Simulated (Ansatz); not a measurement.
Crystal: Pb.

```xyz
2
Lattice="3.0386 -1.7503 0.0000 3.0386 1.7503 0.0000 -2.1155 0.0000 6.0952" Properties=species:S:1:pos:R:3 pbc="T T T"
Pb    3.9848    0.0000    4.4269
Pb   -0.0230    0.0000    1.6683
```

This isn't the form of Pb at room conditions, which is fcc.

Base run:

```yaml
Program: Ansatz 0.2.0
Functional: PBEsol
Potentials_or_basis: all-electron LAPW, inner shells corrected to Dirac's equation
Cutoff: 174 eV
Density_cutoff: 698 eV
Basis_error_allowed: 0.001 eV/atom
k_mesh: 9 × 9 × 5
Occupations: fermi-dirac, width 0.05 eV
Spin: no spin polarisation
```

Its results: pressure -1.7 GPa; largest force 0.135 eV/Å.

Task: The run is repeated on the same cell with these changes: potentials or basis from all-electron LAPW, inner shells corrected to Dirac's equation to all-electron LAPW, non-relativistic. What comes out?

Result: Pressure -0.2 GPa; largest force 0.210 eV/Å.

Caveats: relativity is left out, which matters for the heavier elements (some runs).

Not every run made on this cell is shown here.
